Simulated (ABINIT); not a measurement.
Set up this calculation in ABINIT 10.8.3 (patched build), as the native input.

```
Task                        : relaxation of cell and atoms
Functional                  : BLYP
Potentials or basis         : JTH PAW PBE v2.0
Cutoff                      : 490 eV
k mesh                      : 6 × 6 × 6
Occupations                 : fermi-dirac, width 0.05 eV
Spin                        : no spin polarisation
Cell freedom (optcell)      : 2
Cutoff smearing ecutsm (Ha) : 0.5
Optimiser (ionmov)          : 2
Force stop (Ha/bohr)        : 0.0001
Fine-grid cutoff            : 979.61 eV
```

TiAl3:

```xyz
4
Lattice="-1.9111 1.9111 4.2807 1.9111 -1.9111 4.2807 1.9111 1.9111 -4.2807" Properties=species:S:1:pos:R:3 pbc="T T T"
Ti    0.0000    0.0000    0.0000
Al    1.9111    0.0000    2.1403
Al    0.0000    1.9111    2.1403
Al    0.0000    0.0000    4.2807
```

The cell comes from a database or a generator and needn't be the stable form of this composition.

The input as run:

run.abi

```
# Pseudopotentials
pp_dirpath "./"
pseudos "Ti.GGA_PBE-JTH.xml, Al.GGA_PBE-JTH.xml"

# Structure
acell 3*1.0
rprim
    -3.6114683927     3.6114683927     8.0892916522
     3.6114683927    -3.6114683927     8.0892916522
     3.6114683927     3.6114683927    -8.0892916522
ntypat 2
znucl 22 13
natom 4
typat 1 2 2 2
xred
     0.0000000000     0.0000000000     0.0000000000
     0.2500000000     0.7500000000     0.5000000000
     0.7500000000     0.2500000000     0.5000000000
     0.5000000000     0.5000000000     0.0000000000
chkprim 0
chksymtnons 0
tolsym 1.0e-6

# Plane-wave basis
ecut 18.0
pawecutdg 36.0
pawxcdev 0

# k points
kptopt 1
ngkpt 6 6 6
nshiftk 1
shiftk 0.0 0.0 0.0

# Exchange and correlation
ixc -106131

# Bands and occupations
nband 15
occopt 3
tsmear 0.05 eV

# SCF cycle
nstep 100
tolvrs 1.0e-9

# Output
iomode 3
prtwf 0
prtden 0
prteig 0
prtebands 0
enunit 2
prtvol 2

# Relaxation
ionmov 2
ntime 60
tolmxf 0.0001
optcell 2
dilatmx 1.08
ecutsm 0.5
```

Potentials or basis: JTH PAW PBE v2.0.

Launch:

```console
$ abinit run.abi > log 2>&1
```

It gave:

```json
{
 "Relaxed volume": "16.48 Å³/atom",
 "Relaxed cell": "a = 5.165 Å, b = 5.165 Å, c = 5.165 Å, α = 135.86°, β = 135.86°, γ = 64.19°",
 "Space group after relaxing (to 0.05 Å)": "I4/mmm (No. 139)",
 "Energy gained by relaxing": "13.8 meV/atom",
 "Ionic steps": "7",
 "Pressure after relaxing": "0.0 GPa",
 "Band gap on the k mesh": "none (metal or under the smearing width)",
 "Valence electrons inside the program's atomic spheres": "Ti 10.21; Al 0.77, 0.79"
}
```

Caveat: the k mesh is coarse (spacing up to 0.39 Å⁻¹), so the values aren't converged; the PAW data sets were made with another functional, which shifts forces and pressure a little.

Run time: 3.7 min on 1 thread of Arm Neoverse V2, with other jobs on the host, peak memory 0.18 GiB.
